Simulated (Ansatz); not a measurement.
The system is BaTiO3.

```
Ba Ti O
1.0
    -3.80268   -0.05658   -0.02182
    -0.02191   -0.03168   -4.13033
    -0.11316   -7.97351   -0.06307
Ba Ti O
2 2 6
Direct
  0.04486 0.90917 0.49511
  0.00815 0.92181 0.02441
  0.45719 0.52057 0.20539
  0.50232 0.47064 0.76225
  0.48144 0.03993 0.24039
  0.45629 0.07298 0.69357
  0.53803 0.54059 0.44980
  0.52906 0.55800 0.03050
  0.98202 0.45740 0.26038
  0.00064 0.50892 0.83819
```

The cell isn't the ideal one: all atoms moved at random, sigma 0.25 Å a component, cell strained at random, sigma 0.06.

| Item | Value |
| --- | --- |
| Program | Ansatz 0.2.0 |
| Task | relaxation of cell and atoms |
| Functional | PBEsol |
| Dispersion | D3(BJ) |
| Potentials or basis | Ansatz PAW |
| Cutoff | 420 eV (not typed: the program's choice for these potentials) |
| k mesh | 7 × 7 × 4 |
| Occupations | fermi-dirac, width 0.05 eV |
| Spin | no spin polarisation |

At the start: volume 12.52 Å³/atom.

Where does the relaxation end?

It ends after 11 steps and the volume is 12.35 Å³/atom (-1.4 %); space group R3m (No. 160, to 0.05 Å).

Step by step:
| step | energy change (eV) | largest force (eV/Å) | volume (Å³) |
| --- | --- | --- | --- |
| 1 | 0.0000 | 26.3277 | 125.20 |
| 2 | -6.2365 | 10.8642 | 129.50 |
| 3 | -8.9491 | 3.2326 | 127.56 |
| 4 | -9.7998 | 1.3393 | 126.85 |
| 5 | -10.0380 | 0.1038 | 123.15 |
| 6 | -10.0443 | 0.0425 | 123.56 |
| 7 | -10.0450 | 0.0030 | 123.51 |
| 8 | -10.0488 | 0.0035 | 123.51 |
| 9 | -10.0498 | 0.0028 | 123.52 |
| 10 | -10.0499 | 0.0003 | 123.50 |
| 11 | -10.0501 | 0.0002 | 123.50 |

Final structure:
```xyz
10
Lattice="-3.9499 -0.0020 -0.0019 -0.0022 -0.0024 -3.9544 -0.0042 -7.9069 -0.0044" Properties=species:S:1:pos:R:3 pbc="T T T"
Ba    0.0113   -3.9390   -3.9394
Ba    0.0134    0.0145   -3.9372
Ti   -1.9298   -1.9282   -1.9277
Ti   -1.9320   -5.8816   -1.9299
O    -1.9924   -1.9951   -0.0349
O    -1.9944   -5.9486   -0.0371
O    -1.9945   -3.9880   -1.9980
O    -1.9924   -0.0345   -1.9958
O    -3.9819   -1.9978   -1.9983
O    -0.0341   -5.9492   -1.9986
```

Caveat: the plane-wave basis is chosen anew once the cell has moved, so the energies of steps on either side of that aren't comparable; the pressure holds a Pulay correction of +0.6 GPa for the finite cutoff; the PAW data sets come from PBE, with cores solved anew for the run's functional, which leaves a small shift of forces and pressure.
